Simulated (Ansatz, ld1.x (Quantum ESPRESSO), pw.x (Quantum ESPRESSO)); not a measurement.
## B: does the PAW potential hold in the solid?

```json
{
  "Element": "B",
  "Generator": "ld1.x (Quantum ESPRESSO) 7.5",
  "Type": "PAW",
  "Functional": "PBEsol",
  "Relativity": "scalar-relativistic",
  "Frozen core": "[He]",
  "Valence charge": "3",
  "Reference configuration": "2s2 2p0 (charge +1)",
  "Partial waves": "2s (bound): rcut 1.50, rcutus 1.60 bohr; 2s channel at 1.5 Ry: rcut 1.50, rcutus 1.60 bohr; 2p (bound, empty): rcut 1.55, rcutus 2.10 bohr; 2p channel at 1.65 Ry: rcut 1.55, rcutus 2.10 bohr; 3d channel at 0.2 Ry: rc 1.90 bohr",
  "Local potential": "the d channel",
  "Core correction": "Bessel-smoothed model core, default radius (core density twice the valence density)",
  "Augmentation charge": "PSQ, inside the norm-conserving radii"
}
```

Atomic tests: cutoffs needed: 6 Ry and 8 Ry (the cutoffs (Ry, on a coarse ladder) from which the occupation-weighted sum of valence levels, in a spherical-Bessel basis at the reference potential, stays within 10 and 1 mRy of its value at 400 Ry) The cutoffs count occupied waves only; the empty 2p level needs 12 Ry at the loose tolerance.; ghost test: no extra level below or beside the all-electron valence levels (s, p, d, f tested) (spherical-Bessel basis up to 400 Ry, 20 bohr box); configuration tests: test run stopped at test 4 of 7 (negative rho).

Crystal test: fcc B in pw.x 7.5, no spin, 18³ k-points, Fermi–Dirac smearing 0.01 Ry, cutoffs 40/320 Ry. The reference is all-electron LAPW (Ansatz 0.2.0) with the same functional, mesh and smearing; V0 and B0 come from Birch–Murnaghan fits to the pressures at five volumes. Errors are pseudo minus all-electron; Δ is the rms difference of the E(V) curves that follow from these fits, minima aligned, over ±6 % about the mean V0. Mesh and smearing are coarse, so the numbers serve the comparison and aren't converged zero-temperature values; the lattice is a test structure that the element need not adopt.

| V (Å³/atom) | P all-electron (GPa) | P pseudo (GPa) |
| --- | --- | --- |
| 5.544 | 15.12 | 4.88 |
| 5.690 | 6.84 | -2.91 |
| 5.836 | -0.51 | -9.77 |
| 5.982 | -7.04 | -15.83 |
| 6.128 | -12.83 | -21.17 |

All-electron: a0 = 2.856 Å (V0 = 5.83 Å³/atom), B0 = 278.7 GPa.

Pseudopotential: mean pressure error (GPa): -9.28; a0 (Å): 2.825; a0 error (%): -1.11; B0 error (%): +6.3; Δ (meV/atom): 12.0. The largest radius (2.10 bohr) exceeds half the bond length (1.91 bohr), so the spheres overlap, which is one possible source of error among others. This is a poor potential for the solid. Atomic configuration tests: test run stopped at test 4 of 7 (negative rho).

Q: At the middle volume, how do free energy and pressure move when the wave cutoff is lowered (ecutrho held at 320 Ry)?

A:

```tsv
cutoff (Ry)	shift of F (meV/atom)	shift of P (GPa)
18	+133.1	-1.86
24	+15.3	-2.13
32	+0.5	-0.01
```

Input at the middle volume:

```
&control
  calculation='scf', prefix='x', pseudo_dir='./', outdir='./tmp', tstress=.true., disk_io='none'
/
&system
  ibrav=0, nat=1, ntyp=1, ecutwfc=40, ecutrho=320, nbnd=8,
  occupations='smearing', smearing='fd', degauss=0.01
/
&electrons
  conv_thr=1e-09, mixing_beta=0.4, electron_maxstep=70
/
ATOMIC_SPECIES
B 1.0 B.UPF
CELL_PARAMETERS angstrom
  0.00000000 1.42898750 1.42898750
  1.42898750 0.00000000 1.42898750
  1.42898750 1.42898750 0.00000000
ATOMIC_POSITIONS crystal
B 0.0000 0.0000 0.0000
K_POINTS automatic
18 18 18 0 0 0
```

```bash
pw.x < B.scf.in > B.scf.out
```

Lines of the output:

```
Message from routine setup:
     using ibrav=0 with symmetry is DISCOURAGED, use correct ibrav instead
     lattice parameter (alat)  =       3.8189  a.u.
     unit-cell volume          =      39.3833 (a.u.)^3
     number of electrons       =         3.00
     number of Kohn-Sham states=            8
     kinetic-energy cutoff     =      40.0000  Ry
     charge density cutoff     =     320.0000  Ry
     scf convergence threshold =      1.0E-09
     Exchange-correlation= SLA  PW   PSX  PSC
     number of k points=   195  Fermi-Dirac smearing, width (Ry)=  0.0100
     iteration #  1     ecut=    40.00 Ry     beta= 0.40
     total energy              =     -11.13636452 Ry
     estimated scf accuracy    <       0.00745997 Ry
     iteration #  2     ecut=    40.00 Ry     beta= 0.40
     negative rho (up, down):  3.020E-03 0.000E+00
     total energy              =     -11.13131316 Ry
     estimated scf accuracy    <       0.00261390 Ry
     iteration #  3     ecut=    40.00 Ry     beta= 0.40
     negative rho (up, down):  3.038E-03 0.000E+00
     total energy              =     -11.13140447 Ry
     estimated scf accuracy    <       0.00000492 Ry
     iteration #  4     ecut=    40.00 Ry     beta= 0.40
     negative rho (up, down):  2.946E-03 0.000E+00
     total energy              =     -11.13140295 Ry
     estimated scf accuracy    <       0.00000597 Ry
     iteration #  5     ecut=    40.00 Ry     beta= 0.40
     negative rho (up, down):  2.942E-03 0.000E+00
     total energy              =     -11.13140288 Ry
     estimated scf accuracy    <       0.00000046 Ry
     iteration #  6     ecut=    40.00 Ry     beta= 0.40
     negative rho (up, down):  2.943E-03 0.000E+00
     total energy              =     -11.13140287 Ry
     estimated scf accuracy    <       0.00000014 Ry
     iteration #  7     ecut=    40.00 Ry     beta= 0.40
     negative rho (up, down):  2.938E-03 0.000E+00
     total energy              =     -11.13140287 Ry
     estimated scf accuracy    <       0.00000003 Ry
     iteration #  8     ecut=    40.00 Ry     beta= 0.40
     negative rho (up, down):  2.937E-03 0.000E+00
     total energy              =     -11.13140287 Ry
     estimated scf accuracy    <          2.3E-09 Ry
     iteration #  9     ecut=    40.00 Ry     beta= 0.40
     negative rho (up, down):  2.937E-03 0.000E+00
     the Fermi energy is    14.6196 ev
!    total energy              =     -11.13140287 Ry
     estimated scf accuracy    <          8.5E-12 Ry
     smearing contrib. (-TS)   =      -0.00098621 Ry
     The total energy is F=E-TS. E is the sum of the following terms:
     one-electron contribution =       4.39085088 Ry
     hartree contribution      =       0.01759303 Ry
     xc contribution           =      -3.67551563 Ry
     ewald contribution        =      -7.64031901 Ry
     one-center paw contrib.   =      -4.22302592 Ry
     convergence has been achieved in   9 iterations
     negative rho (up, down):  2.937E-03 0.000E+00
          total   stress  (Ry/bohr**3)                   (kbar)     P=      -97.66
     Message from routine punch:
     Nothing written, as per user request (disk_io='none')
```

The run at the middle volume (195 k-points, 9 iterations) took about 5 s on one core of a shared host (Neoverse-N1, 64 threads, 124 GiB, load 59).
